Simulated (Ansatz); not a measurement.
The system is ZnCu2SnS4.

```
CELL_PARAMETERS angstrom
-2.71710 2.71710 5.42480
2.71710 -2.71710 5.42480
2.71710 2.71710 -5.42480
ATOMIC_POSITIONS crystal
Sn 0.50000 0.50000 0.00000
Zn 0.25000 0.75000 0.50000
Cu 0.75000 0.25000 0.50000
Cu 0.00000 0.00000 0.00000
S 0.62799 0.62839 0.51280
S 0.88481 0.37201 0.00040
S 0.11559 0.11519 0.48720
S 0.37161 0.88441 0.99960
```

Base run:

```yaml
Program: Ansatz 0.2.0
Functional: PBEsol
Potentials_or_basis: Ansatz PAW
Cutoff: "420 eV (not typed: the program's choice for these potentials)"
k_mesh: 7 × 7 × 7
Occupations: fermi-dirac, width 0.05 eV
Spin: no spin polarisation
Hubbard_terms: Cu d U = 4 eV
```

Its results: band gap on the k mesh 0.70 eV, direct; pressure -1.2 GPa; largest force 0.389 eV/Å.

Q: The run is repeated on the same cell with these changes: hubbard terms from Cu d U = 4 eV to none; hubbard projectors from ortho-atomic (the default) to none. What comes out?

A: Band gap on the k mesh 0.23 eV, direct; pressure -1.7 GPa; largest force 0.661 eV/Å.

The U term pushes filled and empty states of the shell apart.

Caveats: odd divisions of the mesh miss points on the zone boundary, where band edges often lie, so the gap on the mesh can be too wide; spin-orbit coupling is left out, which moves the levels of the heavy elements; the PAW data sets come from PBE, with cores solved anew for the run's functional, which leaves a small shift of forces and pressure; the density of states is complete only up to the lowest level of the last band computed.

